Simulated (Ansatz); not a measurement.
## Moving the functional in KI

```cif
data_structure
_symmetry_space_group_name_H-M 'Fm-3m'
_symmetry_Int_Tables_number 225
_cell_length_a 7.0655
_cell_length_b 7.0655
_cell_length_c 7.0655
_cell_angle_alpha 90.000
_cell_angle_beta 90.000
_cell_angle_gamma 90.000
_cell_volume 352.73
loop_
_atom_site_label
_atom_site_type_symbol
_atom_site_symmetry_multiplicity
_atom_site_Wyckoff_symbol
_atom_site_fract_x
_atom_site_fract_y
_atom_site_fract_z
_atom_site_occupancy
I1 I 4 b 0.50000 0.00000 0.00000 1
K1 K 4 a 0.00000 0.00000 0.00000 1
```

Kept alike: task band structure; k mesh 7 × 7 × 7; occupations fermi-dirac, width 0.05 eV; no spin polarisation. Program: Ansatz, all-electron LAPW, scalar-relativistic. The mesh is that of the run's cell of 2 atoms. No spin-orbit coupling.

| functional | band gap (eV) | pressure (GPa) |
| --- | --- | --- |
| LDA | 3.605 | -1.31 |
| PBE | 3.966 | 0.59 |
| PBEsol | 3.817 | -0.28 |

Pressure is positive in compression. Spin-orbit coupling, left out here, moves the band edges of heavy atoms and can close or invert small gaps. Gaps are the smaller of the mesh's and the band path's.

The band gap runs from 3.605 (LDA) to 3.966 eV (PBE). From PBE: LDA -0.361; PBEsol -0.149. The pressure runs from -1.31 (LDA) to 0.59 GPa (PBE). From PBE: LDA -1.90; PBEsol -0.87.
